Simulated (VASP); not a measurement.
# GaAs: how cutoff and mesh change the relaxed cell

How far does the relaxed cell of GaAs depend on cutoff and k mesh? The starting structure is a measured crystal structure from the Crystallography Open Database. The first relaxation on each setting starts from this cell expanded by 3 % in volume.

Calculated with VASP 6.6.1; Kohn-Sham DFT with plane waves and PAW; PBEsol.

### Step 1. The starting structure

Symmetry: F-43m, No. 216, cubic system. The conventional cell has a = 5.654 Å, b = 5.654 Å, c = 5.654 Å, α = 90.00°, β = 90.00°, γ = 90.00°. Nearest to As lie 4 Ga at 2.45 Å. Nearest to Ga lie 4 As at 2.45 Å. Farther neighbours are not listed.

Structure file:

```cif
data_structure
_symmetry_space_group_name_H-M 'F-43m'
_symmetry_Int_Tables_number 216
_cell_length_a 5.6537
_cell_length_b 5.6537
_cell_length_c 5.6537
_cell_angle_alpha 90.000
_cell_angle_beta 90.000
_cell_angle_gamma 90.000
_cell_volume 180.72
loop_
_atom_site_label
_atom_site_type_symbol
_atom_site_symmetry_multiplicity
_atom_site_Wyckoff_symbol
_atom_site_fract_x
_atom_site_fract_y
_atom_site_fract_z
_atom_site_occupancy
As1 As 4 c 0.25000 0.25000 0.25000 1
Ga1 Ga 4 a 0.00000 0.00000 0.00000 1
```

### Step 2. Reference relaxation

This run starts from the cell of an earlier relaxation, which isn't shown; the restart sets up the plane waves anew.

The input, INCAR:

```
SYSTEM = GaAs
PREC = Accurate
ENCUT = 450
EDIFF = 1E-06
NELM = 100
ISMEAR = 0
SIGMA = 0.03
LREAL = .FALSE.
ALGO = Normal
GGA = PS
NBANDS = 15
LORBIT = 11
LWAVE = .FALSE.
LCHARG = .FALSE.
KPAR = 8
IBRION = 2
NSW = 50
ISIF = 3
EDIFFG = -0.006
```

The input, POSCAR:

```
GaAs
1.0
    0.0000000000      2.8298538326      2.8298538326
    2.8298538326      0.0000000000      2.8298538326
    2.8298538326      2.8298538326      0.0000000000
As Ga
1 1
Direct
    0.7500000000      0.7500000000      0.7500000000
    0.0000000000      0.0000000000      0.0000000000
```

The input, KPOINTS:

```
Automatic mesh
0
Gamma
6 6 6
0 0 0
```

PAW data sets: As and Ga_d (PBE family, release 64).

Command:

```
> mpirun -np 8 vasp_std
```

The program printed:

```text
[banner, memory and clock lines left out]
running    8 mpi-ranks, on    1 nodes
 distrk:  each k-point on    1 cores,    8 groups
 distr:  one band on    1 cores,    1 groups

 POSCAR found type information on POSCAR AsGa
 POSCAR found :  2 types and       2 ions
|                                                                             |
|           W    W    AA    RRRRR   N    N  II  N    N   GGGG   !!!           |
|           W    W   A  A   R    R  NN   N  II  NN   N  G    G  !!!           |
|           W    W  A    A  R    R  N N  N  II  N N  N  G       !!!           |
|           W WW W  AAAAAA  RRRRR   N  N N  II  N  N N  G  GGG   !            |
|           WW  WW  A    A  R   R   N   NN  II  N   NN  G    G                |
|           W    W  A    A  R    R  N    N  II  N    N   GGGG   !!!           |
|                                                                             |
|     For optimal performance we recommend to set                             |
|       NCORE = 2 up to number-of-cores-per-socket                            |
|     NCORE specifies how many cores store one orbital (NPAR=cpu/NCORE).      |
|     This setting can greatly improve the performance of VASP for DFT.       |
|     The default, NCORE=1 might be grossly inefficient on modern             |
|     multi-core architectures or massively parallel machines. Do your        |
|     Unfortunately you need to use the default for GW and RPA                |
|     calculations (for HF NCORE is supported but not extensively tested      |
|     yet).                                                                   |
|                                                                             |

|                                                                             |
|               ----> ADVICE to this user running VASP <----                  |
|                                                                             |
|     You enforced a specific xc type in the INCAR file but a different       |
|     [... a line on the potential file left out ...]
|     I HOPE YOU KNOW WHAT YOU ARE DOING!                                     |
|                                                                             |

 LDA part: xc-table for (Slater+PW92), standard interpolation
 POSCAR, INCAR and KPOINTS ok, starting setup
 FFT: planning ... GRIDC
 FFT: planning ... GRID_SOFT
 FFT: planning ... GRID
 WAVECAR not read
 entering main loop
       N       E                     dE             d eps       ncg     rms          rms(c)
DAV:   1     0.773810776216E+02    0.77381E+02   -0.83176E+03   495   0.151E+03
DAV:   2    -0.320566268675E+01   -0.80587E+02   -0.76927E+02   543   0.290E+02
DAV:   3    -0.916834058814E+01   -0.59627E+01   -0.59397E+01   578   0.664E+01
DAV:   4    -0.926829769710E+01   -0.99957E-01   -0.99931E-01   607   0.951E+00
DAV:   5    -0.926959388753E+01   -0.12962E-02   -0.12962E-02   599   0.953E-01    0.293E+00
DAV:   6    -0.909877427553E+01    0.17082E+00   -0.24207E-01   733   0.977E+00    0.173E+00
DAV:   7    -0.906643390473E+01    0.32340E-01   -0.62137E-02   703   0.217E+00    0.539E-01
DAV:   8    -0.906462086869E+01    0.18130E-02   -0.97860E-03   606   0.119E+00    0.103E-01
DAV:   9    -0.906479611303E+01   -0.17524E-03   -0.72436E-04   603   0.348E-01    0.431E-02
DAV:  10    -0.906482981954E+01   -0.33707E-04   -0.53008E-05   657   0.756E-02    0.233E-02
DAV:  11    -0.906485192735E+01   -0.22108E-04   -0.26179E-05   550   0.543E-02    0.251E-03
DAV:  12    -0.906485192624E+01    0.11055E-08   -0.89492E-07   485   0.157E-02
   1 F= -.90648519E+01 E0= -.90648519E+01  d E =-.906485E+01
 curvature:   0.00 expect dE= 0.000E+00 dE for cont linesearch  0.000E+00
 trial: gam= 0.00000 g(F)=  0.134E-45 g(S)=  0.230E-05 ort = 0.000E+00 (trialstep = 0.100E+01)
 search vector abs. value=  0.230E-05
 reached required accuracy - stopping structural energy minimisation
```

It took 2.8 s on 8 MPI ranks of Intel Xeon Platinum 8488C (Sapphire Rapids), shared host; peak memory 1.2 GiB; 17 s of CPU time.

Lines that name or quote the potential files are left out of all logs, and their timing lines are given in words.

Parts of OUTCAR (step 2):

```text
ion  position               nearest neighbor table
   1  0.750  0.750  0.750-   2 2.45   2 2.45   2 2.45   2 2.45
   2  0.000  0.000  0.000-   1 2.45   1 2.45   1 2.45   1 2.45

  LATTYP: Found a face centered cubic cell.
 ALAT       =     5.6597076652

 Subroutine GETGRP returns: Found 24 space group operations
 (whereof 24 operations were pure point group operations)

The static configuration has the point symmetry T_d .

 Found     16 irreducible k-points:

   k-points           NKPTS =     16   k-points in BZ     NKDIM =     16   number of bands    NBANDS=     15

   dimension x,y,z NGX =    28 NGY =   28 NGZ =   28
   dimension x,y,z NGXF=    56 NGYF=   56 NGZF=   56

   ENCUT  =  450.0 eV  33.07 Ry    5.75 a.u.   6.92  6.92  6.92*2*pi/ulx,y,z

   NELECT =      18.0000    total number of electrons

 k-points in reciprocal lattice and weights: Automatic mesh
   0.00000000  0.00000000  0.00000000       0.005
   0.16666667  0.00000000  0.00000000       0.037
   0.33333333  0.00000000  0.00000000       0.037
   0.50000000  0.00000000  0.00000000       0.019
   0.16666667  0.16666667  0.00000000       0.028
   0.33333333  0.16666667  0.00000000       0.111
   0.50000000  0.16666667  0.00000000       0.111
  -0.33333333  0.16666667  0.00000000       0.111
  -0.16666667  0.16666667  0.00000000       0.056
[...]
-0.33333333  0.33333333  0.16666667       0.111
  -0.33333333  0.50000000  0.16666667       0.056

 average (electrostatic) potential at core
       1 -50.2216       2 -66.2564

 E-fermi :   3.9878

 k-point     1 :       0.0000    0.0000    0.0000
  band No.  band energies     occupation
    ...
      5     -10.9191      2.00000
      6      -8.9468      2.00000
      7       3.7840      2.00000
      8       3.7840      2.00000
      9       3.7840      2.00000
     10       4.2120      0.00000
     11       7.4650      0.00000
     12       7.4651      0.00000
     13       7.4651      0.00000
     14      11.1590      0.00000
    ...

 k-point     2 :       0.1667    0.0000    0.0000
  band No.  band energies     occupation
    ...
      5     -10.9193      2.00000
      6      -8.6260      2.00000
      7       1.0442      2.00000
      8       3.4009      2.00000
      9       3.4009      2.00000
     10       5.3460      0.00000
     11       8.0131      0.00000
     12       8.0131      0.00000
     13       8.3853      0.00000
     14      12.5397      0.00000
    ...

 k-point     3 :       0.3333    0.0000    0.0000
  band No.  band energies     occupation
    ...
      5     -10.9175      2.00000
      6      -7.7969      2.00000
      7      -1.6220      2.00000
      8       2.8538      2.00000
      9       2.8538      2.00000
     10       4.9168      0.00000
     11       8.4244      0.00000
     12       8.4244      0.00000
     13      10.9149      0.00000
     14      12.3603      0.00000
    ...

  Total        0.0056322      0.0056322      0.0056322      0.0000000      0.0000000     -0.0000000
  in kB        0.1990970      0.1990970      0.1990970      0.0000000      0.0000000     -0.0000000
  external PRESSURE =       0.1990970 kB  Pullay stress =       0.0000000 kB

  energy-cutoff  :      450.00
  volume of cell :       45.32
      direct lattice vectors                 reciprocal lattice vectors
     0.000000000  2.829853833  2.829853833    -0.176687571  0.176687571  0.176687571
     2.829853833  0.000000000  2.829853833     0.176687571 -0.176687571  0.176687571
     2.829853833  2.829853833  0.000000000     0.176687571  0.176687571 -0.176687571

 POSITION                                       TOTAL-FORCE (eV/Angst)
 -----------------------------------------------------------------------------------
      4.24478      4.24478      4.24478         0.000000      0.000000      0.000000
      0.00000      0.00000      0.00000        -0.000000     -0.000000     -0.000000
 -----------------------------------------------------------------------------------
    total drift:                               -0.000001     -0.000001     -0.000001

  FREE ENERGIE OF THE ION-ELECTRON SYSTEM (eV)
  ---------------------------------------------------
  free  energy   TOTEN  =        -9.0648519262 eV

  energy  without entropy=       -9.0648519262  energy(sigma->0) =       -9.06485193

 reached required accuracy - stopping structural energy minimisation

 total charge
# of ion       s       p       d       tot
------------------------------------------
    1        1.209   1.594   0.031   2.834
    2        0.880   0.802   9.994  11.676
--------------------------------------------------
tot          2.088   2.396  10.025  14.510

[... 3 further parts left out ...]
```

CONTCAR:

```
GaAs
   1.00000000000000
     0.0000000000000000    2.8298538326000000    2.8298538326000000
     2.8298538326000000    0.0000000000000000    2.8298538326000000
     2.8298538326000000    2.8298538326000000    0.0000000000000000
  As              Ga
     1     1
Direct
     0.7500000000000000    0.7500000000000000    0.7500000000000000
     0.0000000000000000    0.0000000000000000    0.0000000000000000
```

The PAW data sets were made with PBE, which is usual practice but a small mismatch for other functionals. The run keeps the 24 symmetry operations of its start, so it cannot find a distortion of lower symmetry.

The reference relaxation ends at 22.662 Å³ an atom. Pressures at 0.985 and 1.015 times this volume, from two more relaxations that aren't shown, give a bulk modulus of 70.3 GPa.

### Step 3. Relaxation with a cutoff of 280 eV

Against step 2 the input has ENCUT = 280. This run starts from the cell of an earlier relaxation, which isn't shown; the restart sets up the plane waves anew.

INCAR: that of step 2 with these lines changed.

```diff
@@ -2,3 +2,3 @@
 PREC = Accurate
-ENCUT = 450
+ENCUT = 280
 EDIFF = 1E-06
```

The input, POSCAR:

```
GaAs
1.0
    0.0000000000      2.8269602029      2.8269602029
    2.8269602029      0.0000000000      2.8269602029
    2.8269602029      2.8269602029      0.0000000000
As Ga
1 1
Direct
    0.7500000000      0.7500000000      0.7500000000
    0.0000000000      0.0000000000      0.0000000000
```

KPOINTS is that of step 2.

Command:

```
> mpirun -np 8 vasp_std
```

The program printed:

```text
[banner, memory and clock lines left out]
running    8 mpi-ranks, on    1 nodes
[...]
[... a notice as in an earlier step ...]

 [... a notice as in an earlier step ...]

 LDA part: xc-table for (Slater+PW92), standard interpolation
 POSCAR, INCAR and KPOINTS ok, starting setup
[...]
entering main loop
       N       E                     dE             d eps       ncg     rms          rms(c)
DAV:   1     0.623014636401E+02    0.62301E+02   -0.67889E+03   480   0.118E+03
DAV:   2    -0.492502362901E+01   -0.67226E+02   -0.65260E+02   536   0.233E+02
DAV:   3    -0.921506488976E+01   -0.42900E+01   -0.42805E+01   620   0.552E+01
DAV:   4    -0.926582034112E+01   -0.50755E-01   -0.50751E-01   537   0.655E+00
[...]
DAV:  10    -0.906189324538E+01   -0.33954E-04   -0.50192E-05   626   0.706E-02    0.237E-02
DAV:  11    -0.906191509181E+01   -0.21846E-04   -0.25696E-05   536   0.528E-02    0.253E-03
DAV:  12    -0.906191506766E+01    0.24153E-07   -0.87897E-07   485   0.146E-02
[...]
DAV:   3    -0.906199986679E+01    0.43023E-03   -0.45025E-04   606   0.396E-01    0.275E-02
DAV:   4    -0.906196064139E+01    0.39225E-04   -0.42399E-05   536   0.825E-02    0.951E-03
DAV:   5    -0.906195489646E+01    0.57449E-05   -0.34837E-06   557   0.245E-02    0.195E-03
DAV:   6    -0.906195484096E+01    0.55497E-07   -0.14336E-07   289   0.445E-03
   2 F= -.90619548E+01 E0= -.90619548E+01  d E =-.397733E-04
 trial-energy change:   -0.000040  1 .order   -0.000026   -0.000198    0.000145
 step:   0.6316(harm=  0.5765)  dis= 0.00000  next Energy=    -9.061981 (dE=-0.659E-04)
[...]
N       E                     dE             d eps       ncg     rms          rms(c)
DAV:   1    -0.906227674893E+01   -0.32185E-03   -0.36397E-03   606   0.109E+00    0.993E-02
DAV:   2    -0.906204380726E+01    0.23294E-03   -0.37661E-04   599   0.414E-01    0.455E-02
DAV:   3    -0.906198390543E+01    0.59902E-04   -0.62766E-05   606   0.148E-01    0.997E-03
DAV:   4    -0.906197817362E+01    0.57318E-05   -0.57511E-06   529   0.311E-02    0.352E-03
DAV:   5    -0.906197722913E+01    0.94449E-06   -0.43934E-07   261   0.902E-03
   3 F= -.90619772E+01 E0= -.90619772E+01  d E =-.621615E-04
[...]
reached required accuracy - stopping structural energy minimisation
```

It took 3 s on 8 MPI ranks; peak memory 1.1 GiB; 19 s of CPU time.

OUTCAR, selected parts (step 3):

```text
  Total       -0.0070134     -0.0070134     -0.0070134      0.0000000      0.0000000     -0.0000000
  in kB       -0.2492789     -0.2492789     -0.2492789      0.0000000      0.0000000     -0.0000000
  external PRESSURE =      -0.2492789 kB  Pullay stress =       0.0000000 kB

 POSITION                                       TOTAL-FORCE (eV/Angst)
 -----------------------------------------------------------------------------------
      4.23706      4.23706      4.23706         0.000000      0.000000     -0.000000
      0.00000      0.00000      0.00000        -0.000000     -0.000000      0.000000
 -----------------------------------------------------------------------------------
    total drift:                               -0.000004     -0.000004     -0.000003

  FREE ENERGIE OF THE ION-ELECTRON SYSTEM (eV)
  ---------------------------------------------------
  free  energy   TOTEN  =        -9.0619772291 eV

  energy  without entropy=       -9.0619772291  energy(sigma->0) =       -9.06197723

[... 2 parts as in an earlier step ...]

[... 2 further parts left out ...]
[key lines of the parts left out:]
E-fermi :   4.0449
```

With a cutoff of 280 eV the cell ends at 22.538 Å³ an atom, -0.54 % from the reference; the bulk modulus is 71.9 GPa against 70.3 GPa.

### Step 4. Relaxation with a 4×4×4 mesh

Against step 2 the input has a 4×4×4 mesh. This run starts from the cell of an earlier relaxation, which isn't shown; the restart sets up the plane waves anew.

INCAR: that of step 3 with these lines changed.

```diff
@@ -2,3 +2,3 @@
 PREC = Accurate
-ENCUT = 280
+ENCUT = 450
 EDIFF = 1E-06
```

The input, POSCAR:

```
GaAs
1.0
    0.0000000000      2.8335874118      2.8335874118
    2.8335874118      0.0000000000      2.8335874118
    2.8335874118      2.8335874118      0.0000000000
As Ga
1 1
Direct
    0.7500000000      0.7500000000      0.7500000000
    0.0000000000      0.0000000000      0.0000000000
```

The input, KPOINTS:

```
Automatic mesh
0
Gamma
4 4 4
0 0 0
```

Command:

```
> mpirun -np 8 vasp_std
```

The program printed:

```text
[... set-up lines as in an earlier step ...]
 entering main loop
       N       E                     dE             d eps       ncg     rms          rms(c)
DAV:   1     0.810866689972E+02    0.81087E+02   -0.84808E+03   240   0.154E+03
DAV:   2    -0.256025987289E+01   -0.83647E+02   -0.79648E+02   261   0.300E+02
DAV:   3    -0.903696122215E+01   -0.64767E+01   -0.64530E+01   303   0.683E+01
DAV:   4    -0.913153662783E+01   -0.94575E-01   -0.94562E-01   261   0.937E+00
[...]
DAV:  10    -0.890483287944E+01   -0.46687E-04   -0.63179E-05   277   0.804E-02    0.255E-02
DAV:  11    -0.890486416677E+01   -0.31287E-04   -0.36344E-05   296   0.638E-02    0.291E-03
DAV:  12    -0.890486406304E+01    0.10372E-06   -0.10805E-06   225   0.160E-02
   1 F= -.89048641E+01 E0= -.89048641E+01  d E =-.890486E+01
[...]
reached required accuracy - stopping structural energy minimisation
```

Run time: 2.4 s. Hardware: 8 MPI ranks; peak memory 1.2 GiB.

From OUTCAR (step 4):

```text
  Total       -0.0012638     -0.0012638     -0.0012638     -0.0000000     -0.0000000     -0.0000000
  in kB       -0.0445000     -0.0445000     -0.0445000     -0.0000000     -0.0000000     -0.0000000
  external PRESSURE =      -0.0445000 kB  Pullay stress =       0.0000000 kB

 POSITION                                       TOTAL-FORCE (eV/Angst)
 -----------------------------------------------------------------------------------
      4.25038      4.25038      4.25038         0.000000      0.000000      0.000000
      0.00000      0.00000      0.00000        -0.000000     -0.000000     -0.000000
 -----------------------------------------------------------------------------------
    total drift:                               -0.000001     -0.000001     -0.000001

  FREE ENERGIE OF THE ION-ELECTRON SYSTEM (eV)
  ---------------------------------------------------
  free  energy   TOTEN  =        -8.9048640630 eV

  energy  without entropy=       -8.9048640630  energy(sigma->0) =       -8.90486406

[... 1 part as in an earlier step ...]

[... 3 further parts left out ...]
[key lines of the parts left out:]
E-fermi :   3.9819
```

With a 4×4×4 mesh the cell ends at 22.751 Å³ an atom, +0.40 % from the reference; the bulk modulus is 70.3 GPa against 70.3 GPa.

(Part 1 of 2 ends here.)

[Lines on the potential files, build, host, timing and source positions are cut from VASP's logs without a mark.]

[Logs are printed without paths, hosts, clocks, repeated set-up lines and the standing remarks that a program may print on its own settings, such as how far it seeks lower states.]

[Hosts, paths, dates, database ids (printed as entryN), source tags and the programs' standing remarks are cut or masked in the printed files.]
